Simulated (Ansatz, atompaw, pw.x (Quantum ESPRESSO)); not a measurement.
# Equation-of-state test of one PAW (atompaw) potential (P)

* Element: phosphorus (P)
* Generator: atompaw 4.2.0.5
* Type: PAW
* Functional: PBE
* Relativity: scalar-relativistic
* Frozen core: [Ne]
* Valence charge: 5
* Reference configuration: 3s1.5 3p3.5
* Partial waves: 3s (bound): rc 1.95 bohr; 3s channel at -0.7 Ry: rc 2.35 bohr; 3p (bound): rc 2.35 bohr; 3p channel at 2.1 Ry: rc 2.35 bohr; 3d channel at 0.1 Ry: rc 2.35 bohr; 3d channel at 1.1 Ry: rc 1.80 bohr
* Local potential: troulliermartins scheme with l = 3 at 0 Ry, radius 1.75 bohr
* Core correction: smooth core density matched at 2.30 bohr
* Augmentation charge: sinc compensation charge, radius 2.00 bohr; PAW radius 2.35 bohr; waves and projectors: custom rrkj gramschmidtortho

Crystal test: fcc P in pw.x 7.5, no spin, 14³ k-points, Fermi–Dirac smearing 0.01 Ry, cutoffs 40/400 Ry. The reference is all-electron LAPW (Ansatz 0.2.0) with the same functional, mesh and smearing; V0 and B0 come from Birch–Murnaghan fits to the pressures at five volumes. Errors are pseudo minus all-electron; Δ is the rms difference of the E(V) curves that follow from these fits, minima aligned, over ±6 % about the mean V0. Mesh and smearing are coarse, so the numbers serve the comparison and aren't converged zero-temperature values; the lattice is a test structure that the element need not adopt.

| V (Å³/atom) | P all-electron (GPa) | P pseudo (GPa) |
| --- | --- | --- |
| 14.029 | 3.66 | 3.88 |
| 14.398 | 1.11 | 1.31 |
| 14.767 | -1.13 | -0.95 |
| 15.136 | -3.12 | -2.95 |
| 15.505 | -4.89 | -4.74 |

All-electron: a0 = 3.878 Å (V0 = 14.58 Å³/atom), B0 = 88.9 GPa.

Pseudopotential: mean pressure error (GPa): +0.18; a0 (Å): 3.880; a0 error (%): +0.07; B0 error (%): +0.0; Δ (meV/atom): 0.6.

At the middle volume, how do free energy and pressure move when the wave cutoff is lowered (ecutrho held at 400 Ry)?

```json
{"cutoff (Ry)": "18", "shift of F (meV/atom)": "+20.1", "shift of P (GPa)": "+0.03"}
{"cutoff (Ry)": "24", "shift of F (meV/atom)": "+7.3", "shift of P (GPa)": "-0.02"}
{"cutoff (Ry)": "32", "shift of F (meV/atom)": "+1.6", "shift of P (GPa)": "+0.03"}
```

Input at the middle volume:

```
&control
  calculation='scf', prefix='x', pseudo_dir='./', outdir='./tmp', tstress=.true., disk_io='none'
/
&system
  ibrav=0, nat=1, ntyp=1, ecutwfc=40, ecutrho=400, nbnd=9,
  occupations='smearing', smearing='fd', degauss=0.01
/
&electrons
  conv_thr=1e-09, mixing_beta=0.4, electron_maxstep=70
/
ATOMIC_SPECIES
P 1.0 P.UPF
CELL_PARAMETERS angstrom
  0.00000000 1.94724573 1.94724573
  1.94724573 0.00000000 1.94724573
  1.94724573 1.94724573 0.00000000
ATOMIC_POSITIONS crystal
P 0.0000 0.0000 0.0000
K_POINTS automatic
14 14 14 0 0 0
```

```bash
pw.x < P.scf.in > P.scf.out
```

Lines of the output:

```
Message from routine setup:
     using ibrav=0 with symmetry is DISCOURAGED, use correct ibrav instead
     lattice parameter (alat)  =       5.2040  a.u.
     unit-cell volume          =      99.6527 (a.u.)^3
     number of electrons       =         5.00
     number of Kohn-Sham states=            9
     kinetic-energy cutoff     =      40.0000  Ry
     charge density cutoff     =     400.0000  Ry
     scf convergence threshold =      1.0E-09
     Exchange-correlation= SLA PW PBX PBC
     number of k points=   104  Fermi-Dirac smearing, width (Ry)=  0.0100
     iteration #  1     ecut=    40.00 Ry     beta= 0.40
     total energy              =     -55.47694143 Ry
     estimated scf accuracy    <       0.00081458 Ry
     iteration #  2     ecut=    40.00 Ry     beta= 0.40
     total energy              =     -55.47770720 Ry
     estimated scf accuracy    <       0.00045082 Ry
     iteration #  3     ecut=    40.00 Ry     beta= 0.40
     total energy              =     -55.47814236 Ry
     estimated scf accuracy    <       0.00001414 Ry
     iteration #  4     ecut=    40.00 Ry     beta= 0.40
     total energy              =     -55.47815453 Ry
     estimated scf accuracy    <       0.00001082 Ry
     iteration #  5     ecut=    40.00 Ry     beta= 0.40
     total energy              =     -55.47815865 Ry
     estimated scf accuracy    <       0.00000142 Ry
     iteration #  6     ecut=    40.00 Ry     beta= 0.40
     total energy              =     -55.47815860 Ry
     estimated scf accuracy    <       0.00000190 Ry
     iteration #  7     ecut=    40.00 Ry     beta= 0.40
     total energy              =     -55.47815937 Ry
     estimated scf accuracy    <       0.00000030 Ry
     iteration #  8     ecut=    40.00 Ry     beta= 0.40
     total energy              =     -55.47815939 Ry
     estimated scf accuracy    <       0.00000002 Ry
     iteration #  9     ecut=    40.00 Ry     beta= 0.40
     total energy              =     -55.47815941 Ry
     estimated scf accuracy    <       0.00000002 Ry
     iteration # 10     ecut=    40.00 Ry     beta= 0.40
     total energy              =     -55.47815942 Ry
     estimated scf accuracy    <          1.8E-09 Ry
     iteration # 11     ecut=    40.00 Ry     beta= 0.40
     the Fermi energy is    10.8533 ev
!    total energy              =     -55.47815942 Ry
     estimated scf accuracy    <          1.6E-10 Ry
     smearing contrib. (-TS)   =      -0.00287385 Ry
     The total energy is F=E-TS. E is the sum of the following terms:
     one-electron contribution =       6.22914409 Ry
     hartree contribution      =       0.24389499 Ry
     xc contribution           =      -3.33819608 Ry
     ewald contribution        =     -15.57459138 Ry
     one-center paw contrib.   =     -43.03553719 Ry
     convergence has been achieved in  11 iterations
          total   stress  (Ry/bohr**3)                   (kbar)     P=       -9.50
     Message from routine punch:
     Nothing written, as per user request (disk_io='none')
```

The run at the middle volume (104 k-points, 11 iterations) took about 8.8 s on one core of a shared host (Intel(R) Xeon(R) 6975P-C, 192 threads, 1512 GiB, load 71).
